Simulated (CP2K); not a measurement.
# SnTe (Fm-3m) in CP2K: settings compared

Aim: see how the results for SnTe move with the level of theory and the settings. Levels: PBE, LDA, PBEsol. Tasks: band structure.

Everything below comes from runs of CP2K 2026.2. Logs are shortened: lines on timing, memory, paths and dates and some standing lists are left out, and cuts for length are marked.

**Measured values to compare with.**

A printed reference work, textbook reports, for a bulk crystal of SnTe at 300 K: band gap 0.18 eV (direct).

The results are compared with them further down.

## 1. Starting point

The structure is cubic, space group Fm-3m (No. 225). Conventional cell: a = 6.302 Å, b = 6.302 Å, c = 6.302 Å, α = 90.00°, β = 90.00°, γ = 90.00°. Te (site symmetry m-3m) is surrounded by 6 Sn at 3.15 Å. Sn (site symmetry m-3m) is surrounded by 6 Te at 3.15 Å.

## 2. Band structure, PBE

snte_bands.inp reads:

```
&GLOBAL
  PROJECT snte_bands
  RUN_TYPE ENERGY_FORCE
  PRINT_LEVEL LOW
&END GLOBAL
&FORCE_EVAL
  METHOD QS
  STRESS_TENSOR ANALYTICAL
  &DFT
    BASIS_SET_FILE_NAME BASIS_MOLOPT_UZH
    POTENTIAL_FILE_NAME POTENTIAL_UZH
    &MGRID
      CUTOFF 450
      REL_CUTOFF 60
      NGRIDS 5
    &END MGRID
    &QS
      METHOD GPW
      EPS_DEFAULT 1.0E-9
    &END QS
    &KPOINTS
      SCHEME MONKHORST-PACK 7 7 7
      GAMMA_CENTERED T
      SYMMETRY T
      SYMMETRY_BACKEND SPGLIB
    &END KPOINTS
    &SCF
      SCF_GUESS ATOMIC
      EPS_SCF 1.0E-6
      MAX_SCF 100
      ADDED_MOS 10
      CHOLESKY OFF
      EPS_EIGVAL 1.0E-7
      &DIAGONALIZATION ON
        ALGORITHM STANDARD
      &END DIAGONALIZATION
      &MIXING ON
        METHOD BROYDEN_MIXING
        ALPHA 0.4
        BETA 1.5
        NBUFFER 8
      &END MIXING
      &SMEAR ON
        METHOD FERMI_DIRAC
        ELECTRONIC_TEMPERATURE [K] 580.226
      &END SMEAR
    &END SCF
    &XC
      &XC_FUNCTIONAL PBE
      &END XC_FUNCTIONAL
    &END XC
    &PRINT
      &KPOINTS ON
      &END KPOINTS
      &MULLIKEN ON
      &END MULLIKEN
      &MO ON
        ENERGIES T
        OCCUPATION_NUMBERS T
        &EACH
          QS_SCF 0
        &END EACH
        ADD_LAST NUMERIC
      &END MO
      &BAND_STRUCTURE
        FILE_NAME bands.bs
        ADDED_MOS 6
        &KPOINT_SET
          UNITS B_VECTOR
          NPOINTS 6
          SPECIAL_POINT GAMMA 0.00000000 0.00000000 0.00000000
          SPECIAL_POINT X 0.50000000 0.00000000 0.50000000
          SPECIAL_POINT W 0.50000000 0.25000000 0.75000000
          SPECIAL_POINT K 0.37500000 0.37500000 0.75000000
          SPECIAL_POINT GAMMA 0.00000000 0.00000000 0.00000000
          SPECIAL_POINT L 0.50000000 0.50000000 0.50000000
          SPECIAL_POINT U 0.62500000 0.25000000 0.62500000
          SPECIAL_POINT W 0.50000000 0.25000000 0.75000000
          SPECIAL_POINT L 0.50000000 0.50000000 0.50000000
          SPECIAL_POINT K 0.37500000 0.37500000 0.75000000
        &END KPOINT_SET
        &KPOINT_SET
          UNITS B_VECTOR
          NPOINTS 6
          SPECIAL_POINT U 0.62500000 0.25000000 0.62500000
          SPECIAL_POINT X 0.50000000 0.00000000 0.50000000
        &END KPOINT_SET
      &END BAND_STRUCTURE
    &END PRINT
  &END DFT
  &SUBSYS
    &CELL
      A 4.4559748030 0.0000000000 0.0000000000
      B 2.2279874015 3.8589873780 0.0000000000
      C 2.2279874015 1.2863291260 3.6382881914
      PERIODIC XYZ
    &END CELL
    &COORD
      SCALED
      Te  0.5000000000 0.5000000000 0.5000000000
      Sn  0.0000000000 0.0000000000 0.0000000000
    &END COORD
    &KIND Te
      BASIS_SET TZVP-MOLOPT-PBE-GTH-q6
      POTENTIAL GTH-PBE-q6
    &END KIND
    &KIND Sn
      BASIS_SET TZVP-MOLOPT-PBE-GTH-q4
      POTENTIAL GTH-PBE-q4
    &END KIND
    &PRINT
      &ATOMIC_COORDINATES ON
      &END ATOMIC_COORDINATES
      &CELL ON
      &END CELL
      &SYMMETRY ON
      &END SYMMETRY
    &END PRINT
  &END SUBSYS
  &PRINT
    &FORCES ON
    &END FORCES
    &STRESS_TENSOR ON
    &END STRESS_TENSOR
  &END PRINT
&END FORCE_EVAL
```

Potentials or basis: POTENTIAL_UZH Te GTH-PBE-q6, Sn GTH-PBE-q4; TZVP-MOLOPT-PBE-GTH basis.

Command:

```sh
$ OMP_NUM_THREADS=2 cp2k.psmp -i snte_bands.inp -o snte_bands.out
```

snte_bands.out:

```text

 CP2K| version string:                                       CP2K version 2026.2
 CP2K| Input file name                                            snte_bands.inp

 GLOBAL| Force Environment number                                              1
 GLOBAL| Basis set file name                                    BASIS_MOLOPT_UZH
 GLOBAL| Potential file name                                       POTENTIAL_UZH
 GLOBAL| MM Potential file name                                     MM_POTENTIAL
 GLOBAL| Coordinate file name                                      __STD_INPUT__
 GLOBAL| Method name                                                        CP2K
 GLOBAL| Project name                                                 snte_bands
 GLOBAL| Run type                                                   ENERGY_FORCE
 GLOBAL| FFT library                                                       FFTW3
[... 5 lines left out ...]
 GLOBAL| Global print level                                                  LOW
 GLOBAL| Total number of message passing processes                             1
 GLOBAL| Number of threads for this process                                    2
 GLOBAL| CPU model name                                                  UNKNOWN

 CELL| Volume [angstrom^3]:                                            62.562368
 CELL| Vector a [angstrom]:       4.456     0.000     0.000   |a| =     4.455975
 CELL| Vector b [angstrom]:       2.228     3.859     0.000   |b| =     4.455975
 CELL| Vector c [angstrom]:       2.228     1.286     3.638   |c| =     4.455975
 CELL| Angle (b,c), alpha [degree]:                                    60.000000
 CELL| Angle (a,c), beta  [degree]:                                    60.000000
 CELL| Angle (a,b), gamma [degree]:                                    60.000000
 CELL| Numerically orthorhombic:                                              NO
 CELL| Periodicity                                                           XYZ

 CELL_REF| Volume [angstrom^3]:                                        62.562368
 CELL_REF| Vector a [angstrom     4.456     0.000     0.000   |a| =     4.455975
 CELL_REF| Vector b [angstrom     2.228     3.859     0.000   |b| =     4.455975
 CELL_REF| Vector c [angstrom     2.228     1.286     3.638   |c| =     4.455975
 CELL_REF| Angle (b,c), alpha [degree]:                                60.000000
 CELL_REF| Angle (a,c), beta  [degree]:                                60.000000
 CELL_REF| Angle (a,b), gamma [degree]:                                60.000000
 CELL_REF| Numerically orthorhombic:                                          NO
 CELL_REF| Periodicity                                                       XYZ
[... 12 lines left out ...]
                             - Atoms:                                          2
                             - Shell sets:                                     2
                             - Shells:                                        14
                             - Primitive Cartesian functions:                  8
                             - Cartesian basis functions:                     36
                             - Spherical basis functions:                     34

  Maximum angular momentum of- Orbital basis functions:                        2
                             - Local part of the GTH pseudopotential:          0
                             - Non-local part of the GTH pseudopotential:      4

 MODULE QUICKSTEP: ATOMIC COORDINATES IN ANGSTROM

   Atom Kind Element         X             Y             Z       Z(eff)     Mass
      1    1 Te   52      4.455975      2.572658      1.819144   6.0000 127.6000
      2    2 Sn   50      0.000000      0.000000      0.000000   4.0000 118.7100

 Crystal Symmetry Information
       International Symbol:                                               Fm-3m
       Point Group Symbol:                                                  m-3m
       Schoenflies Symbol:                                                  Oh^5
       Number of Symmetry Operations:                                         48

 SCF PARAMETERS         Density guess:                                    ATOMIC
                        --------------------------------------------------------
                        max_scf:                                             100
[... 7 lines left out ...]
                        --------------------------------------------------------
                        level_shift [a.u.]:                             0.000000
                        added MOs                                        10    0
                        --------------------------------------------------------
                        Mixing method:                            BROYDEN_MIXING
[... 11 lines left out ...]
 *******************************************************************************
 BRILLOUIN| K-point scheme                                        Monkhorst-Pack
 BRILLOUIN| K-Point grid                                             7    7    7
 BRILLOUIN| Gamma-centered k-point mesh                                     ON
[... 43 lines left out ...]
     2 Broy./Diag. 0.40E+00    0.5     0.01884032       -11.6589444202  8.59E-02
     3 Broy./Diag. 0.40E+00    0.5     0.05856010       -11.6469484133  1.20E-02
     4 Broy./Diag. 0.40E+00    0.5     0.00336505       -11.6914900206 -4.45E-02
     5 Broy./Diag. 0.40E+00    0.5     0.00227475       -11.6813641197  1.01E-02
     6 Broy./Diag. 0.40E+00    0.5     0.00105203       -11.6773482128  4.02E-03
     7 Broy./Diag. 0.40E+00    0.5     0.00021255       -11.6756105033  1.74E-03
     8 Broy./Diag. 0.40E+00    0.5     0.00009522       -11.6752491687  3.61E-04
     9 Broy./Diag. 0.40E+00    0.5     0.00003603       -11.6751746927  7.45E-05
    10 Broy./Diag. 0.40E+00    0.5     0.00004818       -11.6751890500 -1.44E-05
    11 Broy./Diag. 0.40E+00    0.5     0.00000071       -11.6751853018  3.75E-06

  *** SCF run converged in    11 steps ***

  Electronic density on regular grids:        -10.0000000000        0.0000000000
  Core density on regular grids:                9.9999999671       -0.0000000329
  Total charge density on r-space grids:       -0.0000000329
  Total charge density g-space grids:          -0.0000000329

  Overlap energy of the core charge distribution:               0.00000000002362
  Self energy of the core charge distribution:                -25.12195712507676
  Core Hamiltonian energy:                                      5.14925266216518
  Hartree energy:                                              11.13396181685660
  Exchange-correlation energy:                                 -2.83644027634225
  Electronic entropic energy:                                  -0.00000237942061
  Fermi energy:                                                 0.18678747482372

  Total energy:                                               -11.67518530180605
  Total energy (extrapolated to T->0):                        -11.67518411209575

 MO| EIGENVALUES AND OCCUPATION NUMBERS FOR K POINT 1
 MO|
 MO|  Index      Eigenvalue [a.u.]        Eigenvalue [eV]             Occupation
 MO|      1              -0.244866              -6.663152               2.000000
 MO|      2              -0.117254              -3.190638               2.000000
 MO|      3               0.114257               3.109086               2.000000
 MO|      4               0.114257               3.109090               2.000000
 MO|      5               0.174905               4.759394               1.996897
 MO|      6               0.200647               5.459886               0.001059
 MO|      7               0.201418               5.480864               0.000696
 MO|      8               0.201418               5.480865               0.000696
 MO|      9               0.505051              13.743128               0.000000
 MO|     10               0.568692              15.474899               0.000000
 MO|     11               0.568693              15.474912               0.000000
 MO|     12               0.591269              16.089235               0.000000
 MO|     13               0.684254              18.619487               0.000000
[... 268 lines left out ...]
 MO|      4               0.109134               2.969684               2.000000
 MO|      5               0.153747               4.183676               2.000000
 MO|      6               0.231680               6.304329               0.000000
 MO|      7               0.231680               6.304334               0.000000
 MO|      8               0.236708               6.441153               0.000000
 MO|      9               0.446234              12.142650               0.000000
 MO|     10               0.477815              13.002005               0.000000
 MO|     11               0.477815              13.002012               0.000000
 MO|     12               0.613361              16.690395               0.000000
 MO|     13               0.631494              17.183816               0.000000
 MO|     14               0.631494              17.183819               0.000000
 MO|     15               0.802429              21.835206               0.000000
 MO| Sum:                                                              10.000000
 MO| E(Fermi):            0.186787 a.u.          5.082746 eV

 [... the levels of further k-points ...]

 !-----------------------------------------------------------------------------!
                     Mulliken Population Analysis

 #  Atom  Element  Kind  Atomic population                           Net charge
       1     Te       1          6.366870                             -0.366870
       2     Sn       2          3.633130                              0.366870
 # Total charge                             10.000000                 -0.000000

 !-----------------------------------------------------------------------------!

 KPOINTS| Band Structure Calculation
 KPOINTS| Number of k-point sets                                               2
 KPOINTS| Number of added MOs/bands                                            6
 KPOINTS| Number of k-points in set    1                                      55
 KPOINTS| In units of b-vector [2pi/Bohr]
 KPOINTS| Special point     1       GAMMA     0.000000     0.000000     0.000000
 KPOINTS| Special point     2           X     0.500000     0.000000     0.500000
 KPOINTS| Special point     3           W     0.500000     0.250000     0.750000
 KPOINTS| Special point     4           K     0.375000     0.375000     0.750000
 KPOINTS| Special point     5       GAMMA     0.000000     0.000000     0.000000
 KPOINTS| Special point     6           L     0.500000     0.500000     0.500000
 KPOINTS| Special point     7           U     0.625000     0.250000     0.625000
 KPOINTS| Special point     8           W     0.500000     0.250000     0.750000
 KPOINTS| Special point     9           L     0.500000     0.500000     0.500000
 KPOINTS| Special point    10           K     0.375000     0.375000     0.750000
 KPOINTS| Number of k-points in set    2                                       7
 KPOINTS| In units of b-vector [2pi/Bohr]
 KPOINTS| Special point     1           U     0.625000     0.250000     0.625000
 KPOINTS| Special point     2           X     0.500000     0.000000     0.500000

 ENERGY| Total FORCE_EVAL ( QS ) energy [hartree]            -11.675184900873537

 FORCES| Atomic forces [hartree/bohr]
 FORCES|   Atom     x               y               z               |f|
 FORCES|      1  3.58810199E-14 -1.80962500E-14  8.79649880E-14   9.67096736E-14
 FORCES|      2  2.18442044E-15  3.82830322E-15  2.70024067E-15   5.16903258E-15
 FORCES| Sum     3.80654404E-14 -1.42679468E-14  9.06652286E-14
 FORCES| Total atomic force                                       9.93616412E-14

 STRESS| Analytical stress tensor [bar]
 STRESS|                        x                   y                   z
 STRESS|      x        2.98900564058E+04  -8.88719985510E-03   8.38590592102E-03
 STRESS|      y       -8.88719985510E-03   2.98897140199E+04  -3.78213097780E-02
 STRESS|      z        8.38590592102E-03  -3.78213097780E-02   2.98892086643E+04
 STRESS| 1/3 Trace                                             2.98896596967E+04
 STRESS| Determinant                                           2.67031755805E+13

 STRESS| Eigenvectors and eigenvalues of the analytical stress tensor [bar]
 STRESS|                        1                   2                   3
 STRESS| Eigenvalues   2.98892057796E+04   2.98897165701E+04   2.98900567402E+04
 STRESS|      x          -0.009057370741      0.027890443723      0.999569951121
 STRESS|      y           0.074050460495      0.996885000121     -0.027144535997
 STRESS|      z           0.997213363998     -0.073772757051      0.011094457233
```

It took 7.1 s on 2 threads of Arm Neoverse V1, shared host; peak memory 0.3 GiB.

What came out:

- Free energy: -317.6979 eV
- Pressure: 3.0 GPa
- Band gap along the path: 0.12 eV, direct
- Mulliken charges: Te -0.37; Sn +0.37 e

Levels at the corners of the path, in eV from the Fermi level:
```
point  band 1  band 2  band 3  band 4  band 5  band 6  band 7  band 8  band 9  band 10
    Γ  -12.92   -4.80   -2.22   -2.22   -2.22    3.39    3.39    3.39    5.74     5.74
    X  -11.37   -6.59   -5.72   -3.85   -3.85    2.80    4.98    4.98    6.34     9.42
    W  -11.28   -7.49   -4.97   -4.97   -0.94    0.77    5.18    5.18    7.00     7.00
    K  -11.33   -7.54   -5.32   -3.37   -2.84    2.95    3.22    5.14    5.67     9.96
    Γ  -12.92   -4.80   -2.22   -2.22   -2.22    3.39    3.39    3.39    5.74     5.74
    L  -11.64   -8.45   -1.94   -1.94   -0.06    0.06    0.28    0.28    9.25    10.43
    U  -11.33   -7.54   -5.32   -3.37   -2.84    2.95    3.22    5.14    5.67     9.96
    W  -11.28   -7.49   -4.97   -4.97   -0.94    0.77    5.18    5.18    7.00     7.00
    L  -11.64   -8.45   -1.94   -1.94   -0.06    0.06    0.28    0.28    9.25    10.43
    K  -11.33   -7.54   -5.32   -3.37   -2.84    2.95    3.22    5.14    5.67     9.96
    U  -11.33   -7.54   -5.32   -3.37   -2.84    2.95    3.22    5.14    5.67     9.96
    X  -11.37   -6.59   -5.72   -3.85   -3.85    2.80    4.98    4.98    6.34     9.42
```

Caveat: Mulliken charges move with the basis; this odd mesh misses L, where the gap lies, so gap, dielectric constants and Born charges aren't listed; spin-orbit coupling is left out, which moves the levels of the heavy elements; the basis of atomic orbitals isn't converged, which shifts pressures, moduli and gaps.

(Continued in part 2 of 4.)
